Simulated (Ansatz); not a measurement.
Li₂O:
```xyz
3
Lattice="0.0000 2.2864 2.2864 2.2864 0.0000 2.2864 2.2864 2.2864 0.0000" Properties=species:S:1:pos:R:3 pbc="T T T"
O      0.0000     0.0000     0.0000
Li     1.1432     1.1432     1.1432
Li     3.4296     3.4296     3.4296
```

Tensor components refer to the Cartesian frame of this cell.

### Question
Give the high-frequency dielectric tensor and the Born effective charge tensors of the independent atoms from DFPT, plane-wave PAW r²SCAN (Ansatz code).

### Answer

ε∞:
```
2.74  0.00  0.00
0.00  2.74  0.00
0.00  0.00  2.74
```
Z* of atom 1 (O), rows: field, columns: displacement, in e:
```
-1.80   0.00   0.00
 0.00  -1.80   0.00
 0.00   0.00  -1.80
```
Z* of atom 2 (Li), rows: field, columns: displacement, in e:
```
0.90  0.00  0.00
0.00  0.90  0.00
0.00  0.00  0.90
```

Static charges for comparison (Bader): O1 -1.73, Li2 +0.87 e. Born charges measure polarisation by displacement and can exceed these by far.

Space group Fm-3m (anti-fluorite). Symmetry was held in the r²SCAN relaxation; phonons on a q-mesh show no instability.

Potentials: the later of the program's two PAW sets.
